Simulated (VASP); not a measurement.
# TiC (Fm-3m) in VASP: density of states with PBE

Aim: the density of states of TiC with PBE.

Everything below comes from runs of VASP 6.6.1. Logs are shortened: lines on timing, memory, paths and dates and some standing lists are left out, and cuts for length are marked.

## 1. The structure

Symmetry: Fm-3m, No. 225, cubic system. Conventional cell: a = 4.319 Å, b = 4.319 Å, c = 4.319 Å, α = 90.00°, β = 90.00°, γ = 90.00°. Ti (site symmetry m-3m) has 6 C at 2.16 Å as nearest neighbours. Around C (site symmetry m-3m) lie 6 Ti at 2.16 Å.

## 2. Density of states, PBE

Contents of POSCAR:

```
TiC
1.0
    0.0000000000      2.1593000000      2.1593000000
    2.1593000000      0.0000000000      2.1593000000
    2.1593000000      2.1593000000      0.0000000000
Ti C
1 1
Direct
    0.0000000000      0.0000000000      0.0000000000
    0.5000000000      0.5000000000      0.5000000000
```

Contents of INCAR.step1:

```
PREC     = Accurate       # precision mode
ENCUT    = 520            # plane-wave cutoff, eV
EDIFF    = 1E-7           # SCF threshold, eV
ISMEAR   = 0              # smearing method
SIGMA    = 0.1            # smearing width, eV
LREAL    = F              # projectors in reciprocal space
LASPH    = T              # aspherical terms in the spheres
NELM     = 60             # most SCF steps
ALGO     = Fast           # electronic algorithm
ISIF     = 2              # what is computed and relaxed
LWAVE    = F              # write WAVECAR
LCHARG   = T              # write CHGCAR
LMAXMIX  = 4              # l up to which the mixer works
GGA      = PE             # functional
```

Contents of KPOINTS.step1:

```
regular mesh
0
Gamma
  16 16 16
```

Contents of INCAR.step2:

```
PREC     = Accurate       # precision mode
ENCUT    = 520            # plane-wave cutoff, eV
EDIFF    = 1E-7           # SCF threshold, eV
ISMEAR   = -5             # smearing method
SIGMA    = 0.1            # smearing width, eV
LREAL    = F              # projectors in reciprocal space
LASPH    = T              # aspherical terms in the spheres
NELM     = 60             # most SCF steps
ALGO     = Fast           # electronic algorithm
ISIF     = 2              # what is computed and relaxed
LWAVE    = F              # write WAVECAR
LCHARG   = F              # write CHGCAR
LMAXMIX  = 4              # l up to which the mixer works
GGA      = PE             # functional
LORBIT   = 11             # projections on sites
NEDOS    = 1001           # points of the DOS
ICHARG   = 11             # starting density
```

Contents of KPOINTS.step2:

```
regular mesh
0
Gamma
  24 24 24
```

Potentials or basis: VASP PAW PBE potentials, release 64 (Ti_sv, C).

Command:

```sh
cat potpaw_PBE.64/Ti_sv/POTCAR potpaw_PBE.64/C/POTCAR > POTCAR
cp INCAR.step1 INCAR
cp KPOINTS.step1 KPOINTS
mpirun -np 1 vasp_std > vasp.out
cp INCAR.step2 INCAR
cp KPOINTS.step2 KPOINTS
mpirun -np 1 vasp_std > vasp.out
```

OUTCAR:

```text
PREC = Accurate
   ENCUT = 520
   EDIFF = 1E-7
   ISMEAR = -5
   LREAL = F
   LASPH = T
   NELM = 60
   ISIF = 2
   GGA = PE
   LORBIT = 11
   ICHARG = 11

 ion  position               nearest neighbor table
   1  0.000  0.000  0.000-   2 2.16   2 2.16   2 2.16   2 2.16   2 2.16   2 2.16
   2  0.500  0.500  0.500-   1 2.16   1 2.16   1 2.16   1 2.16   1 2.16   1 2.16

  LATTYP: Found a face centered cubic cell.
 ALAT       =     4.3186000000

  Lattice vectors:

 A1 = (   0.0000000000,   2.1593000000,   2.1593000000)
 A2 = (   2.1593000000,   0.0000000000,   2.1593000000)
 A3 = (   2.1593000000,   2.1593000000,   0.0000000000)

Analysis of symmetry for initial positions (statically):
=====================================================================
 Subroutine PRICEL returns:
 Original cell was already a primitive cell.

 Routine SETGRP: Setting up the symmetry group for a
 face centered cubic supercell.

 Subroutine GETGRP returns: Found 48 space group operations
 (whereof 48 operations were pure point group operations)
 out of a pool of 48 trial point group operations.

The static configuration has the point symmetry O_h .

Analysis of symmetry for dynamics (positions and initial velocities):
=====================================================================
 Subroutine PRICEL returns:
 Original cell was already a primitive cell.

 Routine SETGRP: Setting up the symmetry group for a
 face centered cubic supercell.

 Subroutine GETGRP returns: Found 48 space group operations
 (whereof 48 operations were pure point group operations)
 out of a pool of 48 trial point group operations.

The dynamic configuration has the point symmetry O_h .

 Subroutine INISYM returns: Found 48 space group operations
 (whereof 48 operations are pure point group operations),
 and found     1 'primitive' translations

----------------------------------------------------------------------------------------

                                     Primitive cell

  volume of cell :      20.1358

  direct lattice vectors                    reciprocal lattice vectors
     0.000000000  2.159300000  2.159300000    -0.231556523  0.231556523  0.231556523
     2.159300000  0.000000000  2.159300000     0.231556523 -0.231556523  0.231556523
     2.159300000  2.159300000  0.000000000     0.231556523  0.231556523 -0.231556523

  length of vectors
     3.053711345  3.053711345  3.053711345     0.401067663  0.401067663  0.401067663

  position of ions in fractional coordinates (direct lattice)
     0.000000000  0.000000000  0.000000000
     0.500000000  0.500000000  0.500000000

  ion indices of the primitive-cell ions
   primitive index   ion index
                 1           1
                 2           2

----------------------------------------------------------------------------------------

 KPOINTS: regular mesh

Automatic generation of k-mesh.
 Grid dimensions read from file:
 generate k-points for:   24   24   24

 Generating k-lattice:

  Cartesian coordinates                     Fractional coordinates (reciprocal lattice)
    -0.009648188  0.009648188  0.009648188     0.041666667  0.000000000  0.000000000
     0.009648188 -0.009648188  0.009648188     0.000000000  0.041666667  0.000000000
     0.009648188  0.009648188 -0.009648188     0.000000000  0.000000000  0.041666667

  Length of vectors
     0.016711153  0.016711153  0.016711153

  Shift w.r.t. Gamma in fractional coordinates (k-lattice)
     0.000000000  0.000000000  0.000000000

 TETIRR: Found   1864 inequivalent tetrahedra from    82944

 Subroutine IBZKPT returns following result:
 ===========================================

 Found    413 irreducible k-points:

 Following reciprocal coordinates:
            Coordinates               Weight
  0.000000  0.000000  0.000000      1.000000
  0.041667  0.000000  0.000000      8.000000
  0.083333  0.000000  0.000000      8.000000
  0.125000  0.000000  0.000000      8.000000
  0.166667  0.000000  0.000000      8.000000
  0.208333  0.000000  0.000000      8.000000
[... 16 lines left out ...]
  0.416667  0.041667  0.000000     24.000000
  0.458333  0.041667  0.000000     24.000000
 [... further k-points ...]
   k-points           NKPTS =    413   k-points in BZ     NKDIM =    413   number of bands    NBANDS=     12
   number of dos      NEDOS =   1001   number of ions     NIONS =      2
   total plane-waves  NPLWV =  13824
   dimension x,y,z NGX =    24 NGY =   24 NGZ =   24
   dimension x,y,z NGXF=    48 NGYF=   48 NGZF=   48
   ions per type =               1   1
   NGX,Y,Z   is equivalent  to a cutoff of  13.07, 13.07, 13.07 a.u.
   NGXF,Y,Z  is equivalent  to a cutoff of  26.13, 26.13, 26.13 a.u.
 SYSTEM =  unknown system
   PREC   = accura    normal or accurate (medium, high low for compatibility)
   ISTART =      0    job   : 0-new  1-cont  2-samecut
   ICHARG =     11    charge: 1-file 2-atom 10-const
   ISPIN  =      1    spin polarized calculation?
   LNONCOLLINEAR =      F non collinear calculations
   LSORBIT =      F    spin-orbit coupling
   LASPH  =      T    aspherical Exc in radial PAW
   ENCUT  =  520.0 eV  38.22 Ry    6.18 a.u.   5.68  5.68  5.68*2*pi/ulx,y,z
   NELM   =     60;   NELMIN=  2; NELMDL=  0     # of ELM steps
   EDIFF  = 0.1E-06   stopping-criterion for ELM
   LREAL  =      F    real-space projection
   EDIFFG = 0.1E-05   stopping-criterion for IOM
   NSW    =      0    number of steps for IOM
   IBRION =     -1    ionic relax: 0-MD 1-quasi-New 2-CG
   NFREE  =      0    steps in history (QN), initial steepest desc. (CG)
   ISIF   =      2    stress and relaxation
   ISYM   =      2    0-nonsym 1-usesym 2-fastsym
   POTIM  = 0.5000    time-step for ionic-motion
   TEBEG  =    0.0;   TEEND  =   0.0 temperature during run
   PSTRESS=    0.0 pullay stress
   NELECT =      16.0000    total number of electrons
   NUPDOWN=      -1.0000    fix difference up-down
   EMIN   =  10.00;   EMAX   =-10.00  energy-range for DOS
   EFERMI =   0.00;   METHOD = LEGACY
   ISMEAR =    -5;   SIGMA  =   0.10  broadening in eV -4-tet -1-fermi 0-gaus
   EFERMI_NEDOS =   21; number of points for ismear=-14 and -15
   IALGO  =     68    algorithm
   IMIX   =      4    mixing-type and parameters
     AMIX     =   0.40;   BMIX     =  1.00
     AMIX_MAG =   1.60;   BMIX_MAG =  1.00
  volume/ion in A,a.u.               =      10.07        67.94
  Fermi-wavevector in a.u.,A,eV,Ry     =   1.516323  2.865436 31.283015  2.299237
  Thomas-Fermi vector in A             =   2.625728
   LORBIT       =     11    0 simple, 1 ext, 2 COOP (PROOUT), +10 PAW based schemes
   GGA     = PE    functional components
   LHFCALC =     F    Hartree Fock is set to
   AEXX    =    0.0000 exact exchange contribution
   IVDW    =     0    specifies the selected vdW correction
   LEPSILON=     F    determine dielectric tensor
   LRPA    =     F    only Hartree local field effects (RPA)
 non-spin polarized calculation
 RMM-DIIS sequential band-by-band and
 Fermi weights with tetrahedron method with Bloechl corrections
  energy-cutoff  :      520.00
  volume of cell :       20.14
 maximum number of plane-waves:       560

 number of electron      16.0000002 magnetization

 Free energy of the ion-electron system (eV)
  ---------------------------------------------------
  ext. energy  EPLUGINS =         0.00000000
  ---------------------------------------------------
  free energy    TOTEN  =       -18.70746351 eV

  energy without entropy =      -18.70746351  energy(sigma->0) =      -18.70746351

 E-fermi :   9.5345     XC(G=0): -12.7441

 val. band max:        9.5552219856   @ k =   0.0833   0.0417   0.0000
 cond. band min:       9.5159986478   @ k =   0.1667   0.1667   0.0000
 fundamental gap:     -0.0392233378
 Fermi energy:         9.5345362398

 k-point     1 :       0.0000    0.0000    0.0000
  band No.  band energies     occupation
      1     -47.0457      2.00000
      2     -23.0651      2.00000
      3     -23.0651      2.00000
      4     -23.0651      2.00000
      5      -2.9214      2.00000
      6      10.2143      0.00000
      7      10.2143      0.00000
      8      10.2143      0.00000
      9      11.2059      0.00000
     10      11.2059      0.00000
     11      11.2144      0.00000
     12      11.2493      0.00000

 k-point     2 :       0.0417    0.0000    0.0000
  band No.  band energies     occupation
      1     -47.0444      2.00000
      2     -23.0742      2.00000
      3     -23.0660      2.00000
      4     -23.0660      2.00000
      5      -2.8815      2.00000
      6       9.9920     -0.02892
      7      10.1524      0.00000
      8      10.1524      0.00000
      9      10.6807      0.00000
     10      10.6807      0.00000
     11      11.3356      0.00000
     12      11.8947      0.00000

 k-point     3 :       0.0833    0.0000    0.0000
  band No.  band energies     occupation
      1     -47.0407      2.00000
      2     -23.1007      2.00000
      3     -23.0684      2.00000
      4     -23.0684      2.00000
      5      -2.7630      2.00000
      6       9.4980      1.36087
      7       9.7676      0.14240
      8       9.7676     -0.02005
      9      10.5349      0.00000
     10      10.5349      0.00000
     11      11.5659      0.00000
     12      12.5978      0.00000
[... 286 lines left out ...]
 k-point    23 :       0.4167    0.0417    0.0000
  band No.  band energies     occupation
      1     -46.9762      2.00000
      2     -23.5303      2.00000
      3     -23.1156      2.00000
      4     -23.1119      2.00000
      5       0.0125      2.00000
      6       4.3816      2.00000
      7       6.7317      2.00000
      8       6.8491      2.00000
      9      12.0982      0.00000
     10      12.3293      0.00000
     11      13.3211      0.00000
     12      17.1276      0.00000

 k-point    24 :       0.4583    0.0417    0.0000
  band No.  band energies     occupation
      1     -46.9716      2.00000
      2     -23.5598      2.00000
      3     -23.1170      2.00000
      4     -23.1166      2.00000
      5       0.3706      2.00000
      6       3.9358      2.00000
      7       6.6265      2.00000
      8       6.7039      2.00000
      9      12.2963      0.00000
     10      12.4454      0.00000
     11      13.5268      0.00000
     12      17.4893      0.00000

 [... further k-points ...]

------------------------ aborting loop because EDIFF is reached ----------------------------------------

  FORCE on cell =-STRESS in cart. coord.  units (eV):
  Direction    XX          YY          ZZ          XY          YZ          ZX
  --------------------------------------------------------------------------------------
  -------------------------------------------------------------------------------------
  Total        0.3420714      0.3420714      0.3420714      0.0000000     -0.0000000      0.0000000
  in kB       27.2181340     27.2181340     27.2181340      0.0000000     -0.0000000      0.0000000
  external PRESSURE =      27.2181340 kB  Pullay stress =       0.0000000 kB

 VOLUME and BASIS-vectors are now :
 -----------------------------------------------------------------------------
  energy-cutoff  :      520.00
  volume of cell :       20.14
      direct lattice vectors                 reciprocal lattice vectors
     0.000000000  2.159300000  2.159300000    -0.231556523  0.231556523  0.231556523
     2.159300000  0.000000000  2.159300000     0.231556523 -0.231556523  0.231556523
     2.159300000  2.159300000  0.000000000     0.231556523  0.231556523 -0.231556523

 POSITION                                       TOTAL-FORCE (eV/Angst)
 -----------------------------------------------------------------------------------
      0.00000      0.00000      0.00000        -0.000000      0.000000     -0.000000
      2.15930      2.15930      2.15930         0.000000      0.000000      0.000000
 -----------------------------------------------------------------------------------
    total drift:                                0.000000     -0.000000     -0.000000

  FREE ENERGIE OF THE ION-ELECTRON SYSTEM (eV)
  ---------------------------------------------------
  free  energy   TOTEN  =       -18.7074635111 eV

  energy  without entropy=      -18.7074635111  energy(sigma->0) =      -18.70746351

 total charge

# of ion       s       p       d       tot
------------------------------------------
    1        2.201   6.251   1.962  10.414
    2        0.897   1.510   0.000   2.407
--------------------------------------------------
tot          3.098   7.761   1.962  12.821
```

It took 2.6 min on 1 thread of Intel Xeon Platinum 8488C (Sapphire Rapids), shared host; peak memory 0.23 GiB.

What came out:

```yaml
Valence_electrons_inside_the_program's_atomic_spheres: Ti 10.41; C 2.41
```

Levels at points of the mesh, in eV from the Fermi level:
| k point | band 5 | band 6 | band 7 | band 8 | band 9 | band 10 | band 11 | band 12 |
| --- | --- | --- | --- | --- | --- | --- | --- | --- |
| (0.00, 0.00, 0.00) | -12.46 | 0.68 | 0.68 | 0.68 | 1.67 | 1.67 | 1.68 | 1.71 |
| (0.50, 0.00, 0.00) | -8.94 | -5.89 | -2.94 | -2.94 | 2.93 | 2.93 | 4.13 | 8.22 |
| (0.50, 0.50, 0.00) | -10.17 | -3.45 | -1.66 | -0.05 | -0.05 | 2.72 | 3.54 | 3.54 |

States per cell in windows of 0.5 eV (zero at the Fermi level; states under -8 eV left out):
| from (eV) | total | Ti1_d | C2_p | Ti1_p | Ti1_s | C2_s | C2_d |
| --- | --- | --- | --- | --- | --- | --- | --- |
| -8.0 | 0.00 | 0.00 | 0.00 | 0.00 | 0.00 | 0.00 | 0.00 |
| -7.5 | 0.00 | 0.00 | 0.00 | 0.00 | 0.00 | 0.00 | 0.00 |
| -7.0 | 0.00 | 0.00 | 0.00 | 0.00 | 0.00 | 0.00 | 0.00 |
| -6.5 | 0.00 | 0.00 | 0.00 | 0.00 | 0.00 | 0.00 | 0.00 |
| -6.0 | 0.05 | 0.01 | 0.01 | 0.00 | 0.01 | 0.00 | 0.00 |
| -5.5 | 0.16 | 0.03 | 0.03 | 0.00 | 0.02 | 0.00 | 0.00 |
| -5.0 | 0.34 | 0.07 | 0.08 | 0.01 | 0.03 | 0.01 | 0.00 |
| -4.5 | 0.55 | 0.11 | 0.13 | 0.02 | 0.04 | 0.01 | 0.00 |
| -4.0 | 0.54 | 0.09 | 0.14 | 0.05 | 0.02 | 0.01 | 0.00 |
| -3.5 | 0.70 | 0.16 | 0.17 | 0.06 | 0.01 | 0.00 | 0.00 |
| -3.0 | 1.28 | 0.47 | 0.32 | 0.05 | 0.00 | 0.00 | 0.00 |
| -2.5 | 1.12 | 0.42 | 0.29 | 0.03 | 0.01 | 0.00 | 0.00 |
| -2.0 | 0.60 | 0.23 | 0.15 | 0.02 | 0.00 | 0.00 | 0.00 |
| -1.5 | 0.37 | 0.14 | 0.10 | 0.01 | 0.00 | 0.00 | 0.00 |
| -1.0 | 0.25 | 0.08 | 0.07 | 0.01 | 0.00 | 0.00 | 0.00 |
| -0.5 | 0.14 | 0.05 | 0.04 | 0.01 | 0.00 | 0.00 | 0.00 |
| 0.0 | 0.17 | 0.08 | 0.04 | 0.01 | 0.00 | 0.00 | 0.00 |
| 0.5 | 0.29 | 0.17 | 0.04 | 0.01 | 0.00 | 0.00 | 0.00 |
| 1.0 | 0.39 | 0.26 | 0.04 | 0.01 | 0.00 | 0.00 | 0.00 |
| 1.5 | 0.52 | 0.38 | 0.04 | 0.00 | 0.00 | 0.00 | 0.00 |
| 2.0 | 0.73 | 0.57 | 0.04 | 0.00 | 0.00 | 0.00 | 0.00 |
| 2.5 | 1.30 | 1.09 | 0.06 | 0.01 | 0.00 | 0.01 | 0.00 |
| 3.0 | 0.97 | 0.79 | 0.06 | 0.01 | 0.01 | 0.01 | 0.00 |
| 3.5 | 2.05 | 1.54 | 0.23 | 0.02 | 0.04 | 0.01 | 0.00 |
| 4.0 | 0.31 | 0.20 | 0.05 | 0.01 | 0.01 | 0.00 | 0.00 |
| 4.5 | 0.36 | 0.23 | 0.05 | 0.01 | 0.01 | 0.01 | 0.00 |
| 5.0 | 0.43 | 0.28 | 0.05 | 0.01 | 0.01 | 0.02 | 0.00 |
| 5.5 | 0.27 | 0.17 | 0.04 | 0.01 | 0.00 | 0.01 | 0.00 |
| 6.0 | 0.18 | 0.11 | 0.03 | 0.01 | 0.00 | 0.01 | 0.00 |
| 6.5 | 0.12 | 0.07 | 0.02 | 0.00 | 0.00 | 0.00 | 0.00 |
| 7.0 | 0.07 | 0.04 | 0.02 | 0.00 | 0.00 | 0.00 | 0.00 |
| 7.5 | 0.03 | 0.02 | 0.01 | 0.00 | 0.00 | 0.00 | 0.00 |

Caveat: tetrahedron occupations give inexact forces and stress in metals.
